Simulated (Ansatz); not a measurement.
# TaC (Fm-3m): equation of state

How stiff is TaC (Fm-3m)? Energies and pressures are computed at volumes on both sides of the relaxed cell and fitted.

The COD entry's cell or inner coordinates are ideal or old and differ from later refinements, so a difference from it is no clean test against experiment.

Method: DFT PBE, scalar-relativistic, plane waves, PAW, in Ansatz 0.2.0.

## Step 1: The structure to begin with

Symmetry: Fm-3m, No. 225, cubic system. The conventional cell has a = 4.476 Å, b = 4.476 Å, c = 4.476 Å, α = 90.00°, β = 90.00°, γ = 90.00°. Ta (site symmetry m-3m) has 6 C at 2.24 Å as nearest neighbours. Around C (site symmetry m-3m) lie 6 Ta at 2.24 Å.

As a file:

```xyz
2
Lattice="0.0000 2.2378 2.2378 2.2378 0.0000 2.2378 2.2378 2.2378 0.0000" Properties=species:S:1:pos:R:3 pbc="T T T"
Ta    0.0000    0.0000    0.0000
C     2.2378    2.2378    2.2378
```

This cell comes from an earlier session at PBE: 11.207 Å³/atom at 0.02 GPa, on a 18×18×18 mesh.

Volume factors to run: 0.980, 1.020, 0.960, 1.040.

## Step 2: Volume × 0.980

The input, input.yaml:

```yaml
crystal:
  lattice:
    - [0.0, 2.2228169714, 2.2228169714]
    - [2.2228169714, 0.0, 2.2228169714]
    - [2.2228169714, 2.2228169714, 0.0]
  atoms:
    - { symbol: Ta, position: [0.0, 0.0, 0.0] }
    - { symbol: C, position: [0.5, 0.5, 0.5] }
basis:
  ecutwfc: 420
  ecutrho_ratio: 4
kpoints:
  mp_grid: { grid: [18, 18, 18] }
hamiltonian:
  xc: pbe
scf:
  occupations: { method: gaussian, width: 0.05 }
output:
  forces: true
  stress: true
  eigenvalues: true
```

Command:

```sh
> ansatz run input.yaml --threads 1 --pin off --max-ram 2560MiB --backend cpu --events-out ev --progress --plain --runs-dir out
```

The runs that follow: Volume × 1.020; At 0.960 of the relaxed volume; At 1.040 of the relaxed volume.

Before running it: what results should come out? Wanted: V0; B0; B0′; scatter of the fit.

**Answer**, as computed:

```
          quantity           value
                V0  11.208 Å³/atom
                B0         324 GPa
               B0′             4.2
scatter of the fit  0.002 meV/atom
```

**Reading.** The fitted minimum lies at 11.21 Å³/atom, and the bulk modulus is 324 GPa, a stiff solid. One per cent of compression takes about 3.2 GPa. These are values at 0 K without zero-point motion. Spin–orbit coupling is left out, though the cell holds Ta; in elements this heavy it can shift levels and gaps by tenths of an eV.
